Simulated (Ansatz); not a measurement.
# Transmission past a defect: zigzag graphene nanoribbon (N = 4, H edges), N in place of one C, part 2 of 5

Aim: how much does this defect scatter, and at which energies?

Ansatz 0.2.0; DFT PBE, plane waves, PAW; relaxation of a wire's period (the session's first sound run).

So far. Step 2 (The relaxed wire): The cell's length comes to 2.463 Å with an absolute moment of 0.75 μB a cell.

### 3. The wire at its relaxed period

This step: DFT PBE, plane waves, PAW; channels and complex bands of a perfect wire (Ansatz 0.2.0).

At the relaxed period the Bloch states of the perfect wire are found at each energy: those that move forward count the open channels, and those that decay describe how a disturbance dies away inside the wire itself. An energy step of 0.035 eV is under the 0.039 eV that the program asks for its thermal average at 300 K.

input.yaml reads:

```yaml
crystal:
  lattice:
    - [16.24, 0.0, 0.0]
    - [0.0, 7.0, 0.0]
    - [0.0, 0.0, 2.4629816094]
  atoms:
    - { symbol: H, position: [0.21419795, 0.5, 0.0] }
    - { symbol: C, position: [0.281445858, 0.5, 0.0], spin: 0.16 }
    - { symbol: C, position: [0.455799875, 0.5, 0.0] }
    - { symbol: C, position: [0.544200069, 0.5, 0.0] }
    - { symbol: C, position: [0.718554169, 0.5, 0.0], spin: -0.16 }
    - { symbol: H, position: [0.785802105, 0.5, 0.0] }
    - { symbol: C, position: [0.323388452, 0.5, 0.5], spin: -0.07 }
    - { symbol: C, position: [0.412357155, 0.5, 0.5], spin: 0.08 }
    - { symbol: C, position: [0.587642812, 0.5, 0.5], spin: -0.08 }
    - { symbol: C, position: [0.676611555, 0.5, 0.5], spin: 0.07 }
magnetization:
  spin_polarized: true
kpoints:
  mp_grid: { grid: [1, 1, 33] }
scf:
  occupations: { method: fermi_dirac, width: 0.05 }
hamiltonian:
  xc: pbe
output:
  transmission:
    e_range: [-1.26, 1.26]
    de: 0.035
    kmesh: [1, 1]
    reduced_basis: true
    leads: [[0, 0]]
basis:
  ecutwfc: "350 eV"
```

Run with:

```
ansatz run input.yaml --threads 4 --pin off --max-ram 16384MiB --backend cpu --events-out ev --progress --plain --runs-dir out
```

Numbers of over 12 decimals in the logs are rounded to 6 here.

Output:

```text
Warning: basis.ecutwfc = 350 eV is below the records' recommended 420 eV, and the density's cutoff is lower with it unless basis.ecutrho_ratio is high enough to keep the records' density cutoff: compare with a run at a higher cutoff
[...]
Crystal: 10 atoms, lattice volume = 279.992 Å³
Basis set: ecut = 350 eV, 4159 PW (Γ)
Bands: 28, of which v1, the nominal top of the filled ones, is band 17 counted from 1 (16 counted from 0)
Symmetry: 4 space group operations
[...]
k-points: 17 of 33
[...]
Starting moments: Σ|m| = 0.62 μB on 6 of 10 sites
[...]
SCF iter   1: F=—  HF=-2044.288824 eV  |F-HF|=—  |Δ(HF+E_count)|=         —  Δρ=3.56e-2 (↑3.56e-2 ↓3.56e-2)  dr2=1.43e1  dr2_m=1.08e-2  M=-0.000 μB ∫|m|=0.387 μB  β_m=0.30  ethr=3.10e-3  ⟨swp⟩=6.8  Hψ=5012  notcnv=0  defer=53
[...]
SCF iter   2: F=—  HF=-2040.648236 eV  |F-HF|=—  |Δ(HF+E_count)|=    3.64e0  Δρ=2.27e-2 (↑2.27e-2 ↓2.27e-2)  dr2=5.34e0  dr2_m=8.25e-3  M=0.000 μB ∫|m|=0.436 μB  β_m=0.30  ethr=3.10e-3  ⟨swp⟩=3.0  Hψ=2142  notcnv=0  defer=154
spin-set hold released at iteration 2 (site moments show no strong build): the magnetisation degrees of freedom join the quasi-Newton model from the next iteration; the mixer history was kept
SCF iter   3: F=—  HF=-2038.667232 eV  |F-HF|=—  |Δ(HF+E_count)|=    1.98e0  Δρ=5.56e-3 (↑5.56e-3 ↓5.56e-3)  dr2=1.87e-1  dr2_m=5.37e-3  M=0.000 μB ∫|m|=0.470 μB  β_m=0.30  ethr=3.10e-3  ⟨swp⟩=4.0  Hψ=2294  notcnv=0  defer=164
[...]
SCF iter  16: F=-2038.644452 eV  HF=-2038.644452 eV  |F-HF|=9.82e-10  |Δ(HF+E_count)|=  2.49e-10  Δρ=3.78e-7 (↑3.42e-7 ↓3.78e-7)  dr2=1.44e-9  dr2_m=1.59e-10  M=-0.000 μB ∫|m|=0.750 μB  ethr=2.52e-11  ⟨swp⟩=3.5  Hψ=2273  notcnv=0
SCF 1 converged in 16 iterations: F = -2038.644452 eV  dr2 = 1.44e-9
[...]
transmission: 4 of 8 steps passed
transmission: 8 of 8 steps passed
Second SCF, for the conductance: iteration 1, dr2 1.636e-7 eV
Second SCF, for the conductance: iteration 2, dr2 1.523e-8 eV
Second SCF, for the conductance: iteration 3, dr2 5.057e-7 eV
Second SCF, for the conductance: iteration 4, dr2 7.333e-9 eV
Second SCF, for the conductance: iteration 5, dr2 4.106e-8 eV
Second SCF, for the conductance: iteration 6, dr2 1.061e-8 eV
Second SCF, for the conductance: iteration 7, dr2 3.854e-10 eV
Second SCF, for the conductance: iteration 8, dr2 1.435e-10 eV
transmission: 4 of 8 steps passed
transmission: 8 of 8 steps passed
SCF converged after 16 iterations
Magnetization: -0.0000 μB (17.0000 up, 17.0000 down)
Absolute magnetization: 0.7505 μB (∫|ρ↑−ρ↓|, with the PAW one-centre terms)
[...]
Per-site moments (μB) at R_I (Å): [(-0.00200163, 0.450494), (0.051433, 0.450494), (-0.015935, 0.585447), (0.015935, 0.585447), (-0.051433, 0.450494), (0.00200159, 0.450494), (-0.022503, 0.580517), (0.027399, 0.585447), (-0.027399, 0.585447), (0.022503, 0.580517)]
Free energy (F): -2038.644452 eV
[...]
Internal energy: -2038.643706 eV  (E = F + TS)
E sigma→0 (E₀):  -2038.644079 eV
Entropy (-TS):   -0.000746 eV (-0.075 meV/atom)
Fermi energy:    -1.085231 eV
[...]
--- Band table (eV; the first three rows and the last of 34) ---
  k-point 0 ↑: bands = [... 13 lower, -5.4891, -4.5133, -4.4425, -4.2152, 1.6490, 1.7724, 2.2568, 2.3538, ... 7 higher]
  k-point 1 ↑: bands = [... 13 lower, -5.5600, -4.5788, -4.4609, -4.1953, 1.6466, 1.7925, 2.2781, 2.3742, ... 7 higher]
  k-point 2 ↑: bands = [... 13 lower, -5.7653, -4.7681, -4.5185, -4.1370, 1.6368, 1.8524, 2.3422, 2.4351, ... 7 higher]
  k-point 16 ↓: bands = [... 13 lower, -3.6911, -3.3173, -3.2660, -1.4803, -0.7912, 1.0113, 1.1662, 1.6991, ... 7 higher]
--- Transmission ---
  basis      : 825 plane waves across, 4 finite elements along
  points     : 1, standing for a mesh of 1 x 1
  filling    : by a second SCF (8 iterations) under fermi_dirac of width 0.025852 eV on a mesh of 1 x 1 x 72, whose Fermi level is -1.077083 eV
  energies   : 73 from -1.260000 to 1.260000 eV about the Fermi level, 0.035000 eV apart; the leads are filled to 0.000000 eV, and channels, transmission and decay are at 0.000000 eV
  crystal 0  : H2C8, at the sites [0, 0], period 2.4630 Å: whole cells are its period
    offset         : up to 0.0000 Å between an atom of the period and one for which it stands
    filled         : 8.5 meV over the level at which it is neutral
    channels       : 0.000000e0 up, 0.000000e0 down
    conductance    : 7.7957e9 S/m² at 300 K; may be off by some 0.2 % by where its bands' edges are placed, 18.7 % from the distance to neutral
    slowest decay  : 0.0704 /Å at (0.0000, 0.0000)
```

It took 33 min on 4 threads of Arm Neoverse V1, shared host; peak memory 5.3 GiB; 2.1 h of CPU time.

Numbers from this step:

- energy at zero smearing: -2038.6441 eV
- absolute moment: 0.7505 μB
- channels at the energy nearest the Fermi level, spin up: 0
- channels at the energy nearest the Fermi level, spin down: 0
- conductance of the lead as this run defines it: 1.14e-4 G₀
- slowest decay in the lead at the energy nearest the Fermi level: 0.0704 Å⁻¹

Table of open channels of the lead by energy, zero at the Fermi level:

| energy (eV) | spin up | spin down |
| --- | --- | --- |
| -1.190 | 1 | 1 |
| -1.085 | 1 | 1 |
| -1.015 | 1 | 1 |
| -0.910 | 1 | 1 |
| -0.805 | 1 | 1 |
| -0.700 | 1 | 1 |
| -0.595 | 1 | 1 |
| -0.490 | 1 | 1 |
| -0.385 | 2 | 2 |
| -0.315 | 2 | 2 |
| -0.210 | 0 | 0 |
| -0.105 | 0 | 0 |
| 0.000 | 0 | 0 |
| 0.105 | 0 | 0 |
| 0.210 | 0 | 0 |
| 0.315 | 1 | 1 |
| 0.385 | 1 | 1 |
| 0.490 | 1 | 1 |
| 0.595 | 1 | 1 |
| 0.700 | 1 | 1 |
| 0.805 | 1 | 1 |
| 0.910 | 1 | 1 |
| 1.015 | 1 | 1 |
| 1.085 | 1 | 1 |
| 1.190 | 1 | 1 |

Spin up; the slowest values at each energy, most degenerate partners merged, listed up to 1.5 1/Å. Im kz of the slowest decaying states against energy, zero at the Fermi level:

```csv
energy (eV),decay 1 (Å⁻¹),decay 2 (Å⁻¹),decay 3 (Å⁻¹),decay 4 (Å⁻¹)
-1.26,0.130,0.161,0.383,0.433
-1.16,0.135,0.162,0.390,0.437
-1.05,0.139,0.161,0.396,0.440
-0.94,0.140,0.158,0.401,0.443
-0.84,0.139,0.153,0.407,0.447
-0.77,0.138,0.149,0.410,0.449
-0.67,0.133,0.138,0.415,0.451
-0.56,0.120,0.125,0.420,0.454
-0.46,0.0748,0.113,0.424,0.457
-0.35,0.117,0.428,0.459,0.476
-0.24,0.0256,0.130,0.432,0.461
-0.14,0.0587,0.134,0.436,0.463
-0.04,0.0691,0.134,0.440,0.465
0.00,0.0704,0.132,0.441,0.466
0.04,0.0708,0.130,0.442,0.466
0.14,0.0662,0.119,0.445,0.468
0.24,0.0438,0.0863,0.448,0.469
0.35,0.0886,0.110,0.451,0.471
0.46,0.111,0.134,0.453,0.472
0.56,0.122,0.145,0.456,0.473
0.67,0.129,0.151,0.458,0.474
0.77,0.132,0.155,0.460,0.474
0.84,0.133,0.156,0.461,0.474
0.94,0.133,0.156,0.463,0.475
1.05,0.130,0.155,0.464,0.475
1.16,0.126,0.152,0.466,0.475
1.26,0.120,0.147,0.467,0.474
```

Spin down; the slowest values at each energy, most degenerate partners merged, listed up to 1.5 1/Å. Im kz of the slowest decaying states against energy, zero at the Fermi level:

```csv
energy (eV),decay 1 (Å⁻¹),decay 2 (Å⁻¹),decay 3 (Å⁻¹),decay 4 (Å⁻¹)
-1.190,0.134,0.162,0.388,0.435
-1.015,0.139,0.160,0.398,0.441
-0.805,0.139,0.151,0.408,0.448
-0.595,0.127,0.128,0.418,0.453
-0.385,0.111,0.427,0.458,0.476
-0.210,0.0424,0.132,0.434,0.462
0.000,0.0704,0.132,0.441,0.466
0.210,0.0555,0.103,0.447,0.469
0.385,0.0985,0.121,0.452,0.471
0.595,0.125,0.147,0.456,0.473
0.805,0.133,0.156,0.461,0.474
1.015,0.131,0.155,0.464,0.475
1.190,0.124,0.150,0.466,0.475
```

By hand: the program gives 7.7957 × 10^9 S/m² over the cell's cross-section of 113.68 Å² = 1.137 × 10^-18 m², so one cell conducts 8.862 × 10^-9 S. Divided by G0 = 2e²/h = 7.748 × 10^-5 S this is 1.1e-4 G0, a resistance of 1.1e5 kΩ.

At the computed energy nearest the Fermi level there are 0 spin-up and 0 spin-down channels, and the thermal average gives 1.1e-4 G₀.

[end of part 2 of 5]

[Logs are printed without paths, hosts, clocks, repeated set-up lines and the standing remarks that a program may print on its own settings, such as how far it seeks lower states.]

[Hosts, paths, dates, database ids (printed as entryN), source tags and the programs' standing remarks are cut or masked in the printed files.]
